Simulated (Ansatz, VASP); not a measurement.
## Two plane-wave programs on BeTe

```
Be Te
1.0
     1.89482    1.09398    3.09302
    -1.89482    1.09398    3.09302
     0.00000   -2.18795    3.09302
Be Te
1 1
Direct
  0.50000 0.50000 0.50000
  0.00000 0.00000 0.00000
```

Alike in both runs: functional PBE; k mesh 6 × 6 × 6; occupations gaussian, width 0.1 eV; no spin polarisation.

Ansatz relaxed the structure, and its values are those at the end. VASP's run is a single point on that final structure, the one shown.

|  | VASP | Ansatz |
| --- | --- | --- |
| version | VASP 6.6.1 | Ansatz 0.2.0 |
| potentials or method | VASP PAW PBE potentials, release 64 (Be, Te) | scalar-relativistic, plane waves, PAW |
| plane-wave cutoff (eV) | 520 | 420 |
| valence electrons in the cell | 8 | 18 |

|  | VASP | Ansatz | Ansatz less VASP |
| --- | --- | --- | --- |
| gap on the k mesh at the Fermi level (eV) | none | none | - |
| pressure (GPa) | 0.0 | 0.0 | -0.07 |

A gap of «none» marks a metal or a gap that the smearing closes. The two sets of potentials don't hold the same shells in valence.

Spin-orbit coupling is left out, which matters for the levels of Te.
